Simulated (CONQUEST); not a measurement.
# HfN (P6_3/mmc) in CONQUEST: reference runs

Reference runs on HfN: the cell as given and a disturbed copy.

All numbers are computed with CONQUEST 1.3; they aren't measurements. Logs are shortened: lines on timing, memory, paths and dates and some standing lists are left out, and cuts for length are marked.

## 1. Starting point

Symmetry: P6_3/mmc, No. 194, hexagonal system. Conventional cell: a = 3.134 Å, b = 3.134 Å, c = 5.417 Å, α = 90.00°, β = 90.00°, γ = 120.00°. Around Hf (site symmetry -6m2) lie 6 N at 2.26 Å. Around N (site symmetry -3m) lie 6 Hf at 2.26 Å.

The cell comes from a database or a generator and needn't be the stable form of this composition.

## 2. Single point, PBE

The input, Conquest_input:

```
IO.Title HfN
IO.Coordinates coords.dat
IO.FractionalAtomicCoords T
IO.Iprint 2
IO.Iprint_init 1
General.NumberOfSpecies 2
General.PseudopotentialType hamann
AtomMove.TypeOfRun static
AtomMove.FullStress T
Grid.GridCutoff 150
DM.SolutionMethod diagon
Diag.MPMesh T
Diag.GammaCentred T
Diag.MPMeshX 9
Diag.MPMeshY 5
Diag.MPMeshZ 5
Diag.kT 0.00183747
minE.SCTolerance 1e-6
SC.MaxIters 100
IO.AtomChargeOutput T
IO.DumpChargeDensity T
IO.DumpTotPot T
%block ChemicalSpeciesLabel
1 178.490 Hf
2 14.010 N
%endblock
```

The input, coords.dat:

```
    5.9222278613     0.0000000000     0.0000000000
    0.0000000000    10.2362074715     0.0000000000
    0.0000000000     0.0000000000    10.2575995492
8
  0.0000000000   0.2500000000   0.6666666670 1 T T T
  0.5000000000   0.2500000000   0.1666666670 1 T T T
  0.0000000000   0.7500000000   0.3333333330 1 T T T
  0.5000000000   0.7500000000   0.8333333330 1 T T T
  0.0000000000   0.5000000000   0.0000000000 2 T T T
  0.5000000000   0.5000000000   0.5000000000 2 T T T
  0.0000000000   0.0000000000   0.0000000000 2 T T T
  0.5000000000   0.0000000000   0.5000000000 2 T T T
```

Potentials or basis: PseudoDojo NC PBE, DZP, grid cutoff 150 Ha.

Command:

```bash
Conquest
```

Output:

```text
Simulation cell dimensions:     5.9222 a0 x    10.2362 a0 x    10.2576 a0

      Atomic coordinates (a0)
         Atom         X         Y         Z  Species
            1    0.0000    2.5591    6.8384        1
            2    2.9611    2.5591    1.7096        1
            3    0.0000    7.6772    3.4192        1
            4    2.9611    7.6772    8.5480        1
            5    0.0000    5.1181    0.0000        2
            6    2.9611    5.1181    5.1288        2
            7    0.0000    0.0000    0.0000        2
            8    2.9611    0.0000    5.1288        2

         Monkhorst-Pack mesh:   9 x   5 x   5 gamma-centred
        This calculation includes non-local pseudopotentials,
         with a maximum core radius of      8.28664387

    Job title: HfN
    Job to be run: static calculation

    Ground state search:
      Support functions represented with PAO basis
      1:1 PAO to SF mapping
      Non-spin-polarised electrons
      Solving for the K matrix using diagonalisation
      Using Fermi-Dirac smearing

    Integration grid size:     36 x   60 x   60

    Integration grid spacing:  0.165 a0 x 0.171 a0 x 0.171 a0

    Number of species:  2
    --------------------------------------------------------
    |   #  mass (au)  Charge (e)  SF Rad (a0)  NSF  Label  |
    --------------------------------------------------------
    |   1    178.490      12.000        8.548   19  Hf     |
    |   2     14.010       5.000        5.813   13  N      |
    --------------------------------------------------------
          SCF tolerance:                 0.00000100
          SCF iterations:               100

    The functional used will be GGA PBE96

           radial cut-off to be used is taken to be max PAO cut-off radius for this species:    8.286644

           greatest ang. mom. for making density from PAOs:  2

           radial cut-off to be used is taken to be max PAO cut-off radius for this species:    5.483972

           greatest ang. mom. for making density from PAOs:  2
    Minimum blocs/proc is     2025. Maximum blocs/proc is     2025
    set_atom_dens: In set_atomic_density, electrons :      68.000000000000
 matrix_size & matrix_size_padH =          128         128

    Screened ion int: energy:    -178.169483638259 Ha

    new_SC_potl: Starting.  Tolerance:  0.10000E-05

    PulayMixSC: Starting Pulay mixing, A_up =  0.500 A_dn =  0.500
    PulayMixSC: Spin non-polarised calculation.
          Harris-Foulkes Energy            :      -267.823069051111020 Ha
          GroundState Energy (E-(1/2)TS)   :      -267.823554167700763 Ha
          Free Energy (E-TS)               :      -267.824039284290507 Ha
          DFT Total Energy                 :      -266.995741220669402 Ha
          Total number of electrons        :        68.000000000001890
    PulayMixSC: Pulay iteration     1 residual:              0.57200E-02
          Harris-Foulkes Energy            :      -267.667131184459890 Ha
          GroundState Energy (E-(1/2)TS)   :      -267.667546001978849 Ha
          Free Energy (E-TS)               :      -267.667960819497750 Ha
          DFT Total Energy                 :      -267.292476733149158 Ha
          Total number of electrons        :        68.000007947402537
    PulayMixSC: Pulay iteration     2 residual:              0.45335E-02
          Harris-Foulkes Energy            :      -267.560330463643822 Ha
          GroundState Energy (E-(1/2)TS)   :      -267.560760683270701 Ha
          Free Energy (E-TS)               :      -267.561190902897522 Ha
          DFT Total Energy                 :      -267.559126243904018 Ha
          Total number of electrons        :        68.000008750401037
    PulayMixSC: Pulay iteration     3 residual:              0.70161E-03
          Harris-Foulkes Energy            :      -267.560308369148515 Ha
          GroundState Energy (E-(1/2)TS)   :      -267.560740963933426 Ha
          Free Energy (E-TS)               :      -267.561173558718338 Ha
          DFT Total Energy                 :      -267.557757343579681 Ha
          Total number of electrons        :        68.000013056555233
    PulayMixSC: Pulay iteration     4 residual:              0.29605E-03
          Harris-Foulkes Energy            :      -267.559402646816352 Ha
          GroundState Energy (E-(1/2)TS)   :      -267.559837341389482 Ha
          Free Energy (E-TS)               :      -267.560272035962669 Ha
          DFT Total Energy                 :      -267.559396197152068 Ha
          Total number of electrons        :        68.000012849398189
    PulayMixSC: Pulay iteration     5 residual:              0.23139E-04
          Harris-Foulkes Energy            :      -267.559399231175576 Ha
          GroundState Energy (E-(1/2)TS)   :      -267.559833877005588 Ha
          Free Energy (E-TS)               :      -267.560268522835656 Ha
          DFT Total Energy                 :      -267.559397854737767 Ha
          Total number of electrons        :        68.000013018809426
    PulayMixSC: Pulay iteration     6 residual:              0.70220E-05
          Harris-Foulkes Energy            :      -267.559397984841780 Ha
          GroundState Energy (E-(1/2)TS)   :      -267.559832648675240 Ha
          Free Energy (E-TS)               :      -267.560267312508643 Ha
          DFT Total Energy                 :      -267.559397929545412 Ha
          Total number of electrons        :        68.000014282910357
    PulayMixSC: Pulay iteration     7 residual:              0.16527E-05
          Harris-Foulkes Energy            :      -267.559398194706034 Ha
          GroundState Energy (E-(1/2)TS)   :      -267.559832826776926 Ha
          Free Energy (E-TS)               :      -267.560267458847818 Ha
          DFT Total Energy                 :      -267.559398194662435 Ha
          Total number of electrons        :        68.000012676670494
    PulayMixSC: Pulay iteration     8 residual:              0.87315E-07
    PulayMixSC: Reached SCF tolerance of  0.87315E-07 after      8 iterations
      | Number of electrons      =        68.000013
      |* band energy as 2Tr[K.H] =       -70.558418187300205 Ha
      |  screened ion-ion energy =      -178.169483638259493 Ha
      |  Ha correction           =         0.213384688120771 Ha
      |  XC correction           =       -19.044881990597407 Ha
      | GS Energy as E-(1/2)TS   =      -267.559832826776926 Ha
      | Free Energy as E-TS      =      -267.560267458847818 Ha
      |* Harris-Foulkes energy   =      -267.559398194706034 Ha
      |* DFT total energy        =      -267.559398194662435 Ha
      |  estimated accuracy      =        -0.000000000043599 Ha

    force: Forces on atoms (Ha/a0)
    force:  Atom   X              Y              Z
    force:     1  -0.0000000000   0.0000000000  -0.0002200409
    force:     2   0.0000000000   0.0000000000  -0.0002200409
    force:     3   0.0000000000  -0.0000000000   0.0002200409
    force:     4   0.0000000000  -0.0000000000   0.0002200409
    force:     5   0.0000000000  -0.0000000000  -0.0000000000
    force:     6  -0.0000000000  -0.0000000000  -0.0000000000
    force:     7  -0.0000000000   0.0000000000  -0.0000000000
    force:     8   0.0000000000   0.0000000000  -0.0000000000

    force: Maximum force :        0.00022004(Ha/a0) on atom         3 in z direction
    force: Force Residual:        0.00015559 Ha/a0
    force: Total stress:         -6.91972310     0.00000000     0.00000000 GPa
                             0.00000000    -6.27155014     0.00000000
                             0.00000000     0.00000000    -6.43169737
    force: Average pressure:      6.54099020 GPa

    force: Finished force
    get_E_and_F: Change in energy during last step of electronic optimisation: -0.20986E-06

    BIBLIOGRAPHY: Please consider citing the following references in the conquest.bib file

    CONQUEST:         Bowler2002pt, Miyazaki2004, Nakata2020
    Basis:            Bowler2019
    DM:               Bowler:2006xr
    Pseudopotentials: Hamann2013, Bowler2019
    XC functional:    Perdew1996
```

It took 6.3 min on 1 thread of Intel Xeon Platinum 8259CL at 2.50GHz (Skylake/Cascade Lake), shared host; peak memory 1.9 GiB.

What came out:

```yaml
Free_energy: -7280.6858 eV
Pressure: 6.5 GPa
Largest_force: 0.011 eV/Å
Band_gap_on_the_k_mesh: none (metal or under the smearing width)
Mulliken_charges: Hf +1.13; N -1.13 e
```

Forces in eV/Å, atoms in the order of the input:
```
Hf   0.000  0.000 -0.011
Hf   0.000  0.000 -0.011
Hf   0.000  0.000  0.011
Hf   0.000  0.000  0.011
N    0.000  0.000  0.000
N    0.000  0.000  0.000
N    0.000  0.000  0.000
N    0.000  0.000  0.000
```

Stress tensor (GPa, compression positive):
```
6.92 0.00 0.00
0.00 6.27 0.00
0.00 0.00 6.43
```

Levels at points of the mesh, in eV from the Fermi level:
```
           k point  band 30  band 31  band 32  band 33  band 34  band 35  band 36  band 37  band 38  band 39
(0.00, 0.00, 0.00)    -3.35    -2.96    -2.51    -1.76    -0.76     0.59     0.59     1.30     1.73     1.73
```

Caveat: Mulliken charges move with the basis; the box holds several primitive cells, so bands are folded and the points are those of the box's own zone; the basis of atomic orbitals isn't converged, which shifts pressures, moduli and gaps. The run has no spin-orbit coupling, so splittings on Hf are missing.

## 3. Single point, PBE (atoms moved at random, drawn with an rms of 0.05 Å)

Conquest_input, as its differences from that of step 2:

```diff
@@ -20,4 +20,2 @@
 IO.AtomChargeOutput T
-IO.DumpChargeDensity T
-IO.DumpTotPot T
 %block ChemicalSpeciesLabel
```

The input, coords.dat:

```
    5.9222278613     0.0000000000     0.0000000000
    0.0000000000    10.2362074715     0.0000000000
    0.0000000000     0.0000000000    10.2575995492
8
  0.4873290000   0.2504860000   0.1668310000 1 T T T
  0.9873290000   0.2504860000   0.6668310000 1 T T T
  0.0049350000   0.7499240000   0.3307210000 1 T T T
  0.5049350000   0.7499240000   0.8307210000 1 T T T
  0.4926495000   0.4917730000   0.5038185000 2 T T T
  0.9926495000   0.4917730000   0.0038185000 2 T T T
  0.4999330000   0.9933370000   0.5023020000 2 T T T
  0.9999330000   0.9933370000   0.0023020000 2 T T T
```

Potentials or basis: PseudoDojo NC PBE, DZP, grid cutoff 150 Ha.

Command:

```bash
Conquest
```

Wall time 6.7 min (1 thread of Intel Xeon Platinum 8259CL at 2.50GHz (Skylake/Cascade Lake), shared host); peak memory 1.9 GiB.

The run converged. Its results:

```yaml
Free_energy: -7280.6188 eV
Pressure: 7.1 GPa
Largest_force: 0.625 eV/Å
Band_gap_on_the_k_mesh: none (metal or under the smearing width)
Mulliken_charges: Hf +1.13, +1.12; N -1.13 e
```

Forces in eV/Å, atoms in the order of the input:
```
Hf   0.292 -0.497  0.160
Hf   0.292 -0.497  0.160
Hf  -0.255 -0.416  0.324
Hf  -0.255 -0.416  0.324
N    0.105  0.546 -0.285
N    0.105  0.546 -0.285
N   -0.125  0.352 -0.213
N   -0.125  0.352 -0.213
```

Stress tensor (GPa, compression positive):
```
 7.17  0.02 -0.38
 0.02  7.09 -0.15
-0.38 -0.15  6.90
```

Levels at points of the mesh, in eV from the Fermi level:
```
           k point  band 31  band 32  band 33  band 34  band 35  band 36  band 37  band 38
(0.00, 0.00, 0.00)    -3.05    -2.43    -1.88    -0.63     0.56     0.60     1.37     1.64
```

Caveat: Mulliken charges move with the basis; the box holds several primitive cells, so bands are folded and the points are those of the box's own zone; the basis of atomic orbitals isn't converged, which shifts pressures, moduli and gaps. The run has no spin-orbit coupling, so splittings on Hf are missing.
